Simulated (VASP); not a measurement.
# MoS2 in VASP: a series of runs

One sheet, MoS2, is run at these levels: r2SCAN+rVV10; tasks: single point.

All numbers are computed with VASP 6.6.1; they aren't measurements. Logs are shortened: lines on timing, memory, paths and dates and some standing lists are left out, and cuts for length are marked.

## (1) Starting point

The cell holds a sheet with vacuum, 3 atoms: a = 3.172 Å, b = 3.172 Å, c = 18.120 Å, α = 90.00°, β = 90.00°, γ = 120.00°.

The cell was built by a generator and needn't be a form met in nature.

## (2) Single point, r2SCAN+rVV10

POSCAR reads:

```
MoS2
1.0
    3.1721032070      0.0000000000      0.0000000000
   -1.5860516035      2.7471219607      0.0000000000
    0.0000000000      0.0000000000     18.1200000000
S Mo
2 1
Direct
    0.3333333333      0.6666666667      0.4141492910
    0.3333333333      0.6666666667      0.5858507090
    0.6666666667      0.3333333333      0.5000000000
```

INCAR.step1 reads:

```
SYSTEM = MoS2
ALGO = Normal
EDIFF = 1E-4
ENCUT = 520
GGA = PE
ISMEAR = 0
LASPH = .True.
LCHARG = .False.
LREAL = .False.
LWAVE = .True.
NBANDS = 20
NELM = 80
PREC = Accurate
SIGMA = 0.01
```

INCAR.step2 reads:

```
SYSTEM = MoS2
ALGO = Normal
BPARAM = 11.95
CPARAM = 0.0093
EDIFF = 1E-6
ENCUT = 520
ISIF = 2
ISMEAR = 0
ISTART = 1
IVDW_NL = 2
LASPH = .True.
LCHARG = .False.
LMIXTAU = .True.
LREAL = .False.
LUSE_VDW = .True.
LWAVE = .False.
METAGGA = R2SCAN
NBANDS = 20
NELM = 80
PREC = Accurate
SIGMA = 0.01
```

KPOINTS reads:

```
k-points
0
Gamma
  12 12 1
  0 0 0
```

Potentials or basis: VASP PAW PBE potentials, release 64 (S, Mo_sv).

On the command line:

```bash
$ cat potpaw_PBE.64/S/POTCAR potpaw_PBE.64/Mo_sv/POTCAR > POTCAR
$ cp INCAR.step1 INCAR
$ mpirun -np 1 vasp_std > vasp.out
$ cp INCAR.step2 INCAR
$ mpirun -np 1 vasp_std > vasp.out
```

OUTCAR:

```text
SYSTEM = MoS2
   BPARAM = 11.95
   EDIFF = 1E-6
   ENCUT = 520
   ISIF = 2
   ISMEAR = 0
   ISTART = 1
   IVDW_NL = 2
   LASPH = .True.
   LREAL = .False.
   METAGGA = R2SCAN
   NELM = 80
   PREC = Accurate

 ion  position               nearest neighbor table
   1  0.333  0.667  0.414-   3 2.40   3 2.40   3 2.40
   2  0.333  0.667  0.586-   3 2.40   3 2.40   3 2.40
   3  0.667  0.333  0.500-   1 2.40   2 2.40   1 2.40   2 2.40   1 2.40   2 2.40

  LATTYP: Found a hexagonal cell.
 ALAT       =     3.1721032070
 C/A-ratio  =     5.7122983767

  Lattice vectors:

 A1 = (   3.1721032070,   0.0000000000,   0.0000000000)
 A2 = (  -1.5860516035,   2.7471219607,   0.0000000000)
 A3 = (   0.0000000000,   0.0000000000,  18.1200000000)

Analysis of symmetry for initial positions (statically):
=====================================================================
 Subroutine PRICEL returns:
 Original cell was already a primitive cell.

 Routine SETGRP: Setting up the symmetry group for a
 hexagonal supercell.

 Subroutine GETGRP returns: Found 12 space group operations
 (whereof 12 operations were pure point group operations)
 out of a pool of 24 trial point group operations.

The static configuration has the point symmetry D_3h.

Analysis of symmetry for dynamics (positions and initial velocities):
=====================================================================
 Subroutine PRICEL returns:
 Original cell was already a primitive cell.

 Routine SETGRP: Setting up the symmetry group for a
 hexagonal supercell.

 Subroutine GETGRP returns: Found 12 space group operations
 (whereof 12 operations were pure point group operations)
 out of a pool of 24 trial point group operations.

The dynamic configuration has the point symmetry D_3h.

 Subroutine INISYM returns: Found 12 space group operations
 (whereof 12 operations are pure point group operations),
 and found     1 'primitive' translations

----------------------------------------------------------------------------------------

                                     Primitive cell

  volume of cell :     157.9005

  direct lattice vectors                    reciprocal lattice vectors
     3.172103207  0.000000000  0.000000000     0.315248255  0.182008665  0.000000000
    -1.586051604  2.747121961  0.000000000     0.000000000  0.364017330  0.000000000
     0.000000000  0.000000000 18.120000000     0.000000000  0.000000000  0.055187638

  length of vectors
     3.172103207  3.172103207 18.120000000     0.364017330  0.364017330  0.055187638

  position of ions in fractional coordinates (direct lattice)
     0.333333333  0.666666667  0.414149291
     0.333333333  0.666666667  0.585850709
     0.666666667  0.333333333  0.500000000

  ion indices of the primitive-cell ions
   primitive index   ion index
                 1           1
                 2           2
                 3           3

----------------------------------------------------------------------------------------

 KPOINTS: k-points

Automatic generation of k-mesh.
 Grid dimensions read from file:
 generate k-points for:   12   12    1

 Generating k-lattice:

  Cartesian coordinates                     Fractional coordinates (reciprocal lattice)
     0.026270688  0.015167389  0.000000000     0.083333333  0.000000000  0.000000000
     0.000000000  0.030334777  0.000000000     0.000000000  0.083333333  0.000000000
     0.000000000  0.000000000  0.055187638     0.000000000  0.000000000  1.000000000

  Length of vectors
     0.030334777  0.030334777  0.055187638

  Shift w.r.t. Gamma in fractional coordinates (k-lattice)
     0.000000000  0.000000000  0.000000000

 Subroutine IBZKPT returns following result:
 ===========================================

 Found     19 irreducible k-points:

 Following reciprocal coordinates:
            Coordinates               Weight
  0.000000  0.000000  0.000000      1.000000
  0.083333 -0.000000  0.000000      6.000000
  0.166667  0.000000  0.000000      6.000000
  0.250000  0.000000  0.000000      6.000000
  0.333333  0.000000  0.000000      6.000000
  0.416667 -0.000000  0.000000      6.000000
[... 11 lines left out ...]
  0.333333  0.250000  0.000000     12.000000
  0.333333  0.333333  0.000000      2.000000
   k-points           NKPTS =     19   k-points in BZ     NKDIM =     19   number of bands    NBANDS=     20
   number of dos      NEDOS =    301   number of ions     NIONS =      3
   total plane-waves  NPLWV =  80640
   dimension x,y,z NGX =    24 NGY =   24 NGZ =  140
   dimension x,y,z NGXF=    48 NGYF=   48 NGZF=  280
   ions per type =               2   1
   NGX,Y,Z   is equivalent  to a cutoff of  12.58, 12.58, 12.84 a.u.
   NGXF,Y,Z  is equivalent  to a cutoff of  25.16, 25.16, 25.69 a.u.
 SYSTEM =  MoS2
   PREC   = accura    normal or accurate (medium, high low for compatibility)
   ISTART =      1    job   : 0-new  1-cont  2-samecut
   ICHARG =      0    charge: 1-file 2-atom 10-const
   ISPIN  =      1    spin polarized calculation?
   LNONCOLLINEAR =      F non collinear calculations
   LSORBIT =      F    spin-orbit coupling
   LASPH  =      T    aspherical Exc in radial PAW
   ENCUT  =  520.0 eV  38.22 Ry    6.18 a.u.   5.90  5.90 33.69*2*pi/ulx,y,z
   NELM   =     80;   NELMIN=  2; NELMDL=  0     # of ELM steps
   EDIFF  = 0.1E-05   stopping-criterion for ELM
   LREAL  =      F    real-space projection
   EDIFFG = 0.1E-04   stopping-criterion for IOM
   NSW    =      0    number of steps for IOM
   IBRION =     -1    ionic relax: 0-MD 1-quasi-New 2-CG
   NFREE  =      0    steps in history (QN), initial steepest desc. (CG)
   ISIF   =      2    stress and relaxation
   ISYM   =      2    0-nonsym 1-usesym 2-fastsym
   POTIM  = 0.5000    time-step for ionic-motion
   TEBEG  =    0.0;   TEEND  =   0.0 temperature during run
   PSTRESS=    0.0 pullay stress
   NELECT =      26.0000    total number of electrons
   NUPDOWN=      -1.0000    fix difference up-down
   EMIN   =  10.00;   EMAX   =-10.00  energy-range for DOS
   EFERMI =   0.00;   METHOD = LEGACY
   ISMEAR =     0;   SIGMA  =   0.01  broadening in eV -4-tet -1-fermi 0-gaus
   EFERMI_NEDOS =   21; number of points for ismear=-14 and -15
   IALGO  =     38    algorithm
   IMIX   =      4    mixing-type and parameters
     AMIX     =   0.40;   BMIX     =  1.00
     AMIX_MAG =   1.60;   BMIX_MAG =  1.00
  volume/ion in A,a.u.               =      52.63       355.19
  Fermi-wavevector in a.u.,A,eV,Ry     =   0.897301  1.695653 10.954717  0.805149
  Thomas-Fermi vector in A             =   2.019868
   LORBIT       =      0    0 simple, 1 ext, 2 COOP (PROOUT), +10 PAW based schemes
   METAGGA = R2SCAN    functional components
   LHFCALC =     F    Hartree Fock is set to
   AEXX    =    0.0000 exact exchange contribution
   IVDW_NL    =     2    kernel type
   BPARAM     =11.9500
   IVDW    =     0    specifies the selected vdW correction
   LEPSILON=     F    determine dielectric tensor
   LRPA    =     F    only Hartree local field effects (RPA)
 non-spin polarized calculation
 Gauss-broadening in eV      SIGMA  =   0.01
  energy-cutoff  :      520.00
  volume of cell :      157.90
 maximum number of plane-waves:      4280
 NGX is ok and might be reduce to    24
   NGX = 11   NGY = 11   NGZ = 67

 number of electron      25.9999999 magnetization

 Free energy of the ion-electron system (eV)
  ---------------------------------------------------
  ext. energy  EPLUGINS =         0.00000000
  ---------------------------------------------------
  free energy    TOTEN  =       -44.35254250 eV

  energy without entropy =      -44.35254250  energy(sigma->0) =      -44.35254250

 E-fermi :  -1.6955     XC(G=0):  -4.3117

 val. band max:       -1.7818284208   @ k =   0.0000   0.0000   0.0000
 cond. band min:       0.0001265783   @ k =   0.3333   0.3333   0.0000
 fundamental gap:      1.7819549991
 Fermi energy:        -1.6955180668

 k-point     1 :       0.0000    0.0000    0.0000
  band No.  band energies     occupation
      1     -64.5815      2.00000
      2     -38.0036      2.00000
      3     -37.7794      2.00000
      4     -37.7794      2.00000
      5     -16.6110      2.00000
      6     -15.2092      2.00000
[... 12 lines left out ...]
     19       4.4431      0.00000
     20       4.9567      0.00000

 k-point     2 :       0.0833   -0.0000    0.0000
  band No.  band energies     occupation
      1     -64.5786      2.00000
      2     -37.9979      2.00000
      3     -37.8080      2.00000
      4     -37.7859      2.00000
      5     -16.5024      2.00000
      6     -15.1664      2.00000
[... 12 lines left out ...]
     19       4.5799      0.00000
     20       5.3036      0.00000

 k-point     3 :       0.1667    0.0000    0.0000
  band No.  band energies     occupation
      1     -64.5706      2.00000
      2     -37.9822      2.00000
      3     -37.8853      2.00000
      4     -37.8034      2.00000
      5     -16.1937      2.00000
      6     -15.0451      2.00000
[... 12 lines left out ...]
     19       4.9800      0.00000
     20       5.7918      0.00000

 k-point     4 :       0.2500    0.0000    0.0000
  band No.  band energies     occupation
      1     -64.5598      2.00000
      2     -37.9895      2.00000
      3     -37.9607      2.00000
      4     -37.8273      2.00000
      5     -15.7375      2.00000
      6     -14.8676      2.00000
[... 314 lines left out ...]
 k-point    18 :       0.3333    0.2500    0.0000
  band No.  band energies     occupation
      1     -64.5340      2.00000
      2     -38.1223      2.00000
      3     -37.9950      2.00000
      4     -37.9095      2.00000
      5     -14.4334      2.00000
      6     -14.3361      2.00000
[... 12 lines left out ...]
     19       6.9374      0.00000
     20       8.1312      0.00000

 k-point    19 :       0.3333    0.3333    0.0000
  band No.  band energies     occupation
      1     -64.5325      2.00000
      2     -38.0916      2.00000
      3     -38.0431      2.00000
      4     -37.9066      2.00000
      5     -14.3510      2.00000
      6     -14.2950      2.00000
[... 12 lines left out ...]
     19       6.3483      0.00000
     20       8.4427      0.00000

------------------------ aborting loop because EDIFF is reached ----------------------------------------

  FORCE on cell =-STRESS in cart. coord.  units (eV):
  Direction    XX          YY          ZZ          XY          YZ          ZX
  --------------------------------------------------------------------------------------
  -------------------------------------------------------------------------------------
  Total        0.0759719      0.0759719      0.0262894      0.0000000      0.0000000     -0.0000000
  in kB        0.7708684      0.7708684      0.2667520      0.0000000      0.0000000     -0.0000000
  external PRESSURE =       0.6028296 kB  Pullay stress =       0.0000000 kB

 VOLUME and BASIS-vectors are now :
 -----------------------------------------------------------------------------
  energy-cutoff  :      520.00
  volume of cell :      157.90
      direct lattice vectors                 reciprocal lattice vectors
     3.172103207  0.000000000  0.000000000     0.315248255  0.182008665  0.000000000
    -1.586051604  2.747121961  0.000000000     0.000000000  0.364017330  0.000000000
     0.000000000  0.000000000 18.120000000     0.000000000  0.000000000  0.055187638

 POSITION                                       TOTAL-FORCE (eV/Angst)
 -----------------------------------------------------------------------------------
     -0.00000      1.83141      7.50439         0.000000     -0.000000     -0.016584
     -0.00000      1.83141     10.61561         0.000000     -0.000000      0.016584
      1.58605      0.91571      9.06000        -0.000000      0.000000      0.000000
 -----------------------------------------------------------------------------------
    total drift:                                0.000000     -0.000000      0.000000

  FREE ENERGIE OF THE ION-ELECTRON SYSTEM (eV)
  ---------------------------------------------------
  free  energy   TOTEN  =       -44.3525425000 eV

  energy  without entropy=      -44.3525425000  energy(sigma->0) =      -44.35254250
```

Wall time 4.4 min (1 thread of Intel Xeon Platinum 8488C (Sapphire Rapids), shared host); peak memory 0.6 GiB.

What came out:

* Free energy: -44.3525 eV
* Largest force: 0.017 eV/Å
* Band gap on the k mesh: 1.78 eV, indirect (least direct gap 1.82 eV)

Forces on the atoms (eV/Å):
```
S    0.000  0.000 -0.017
S    0.000  0.000  0.017
Mo   0.000  0.000  0.000
```

Levels at points of the mesh, in eV from the valence-band top:
| k point | band 11 | band 12 | band 13 | band 14 | band 15 | band 16 |
| --- | --- | --- | --- | --- | --- | --- |
| (0.00, 0.00, 0.00) | -1.64 | -1.64 | 0.00 | 2.96 | 2.96 | 3.22 |
| (0.50, 0.00, 0.00) | -2.03 | -1.09 | -0.67 | 2.41 | 2.94 | 4.21 |

Caveat: the PAW data sets were made with another functional, which shifts forces and pressure a little.

(Part 1 of 2 ends here.)
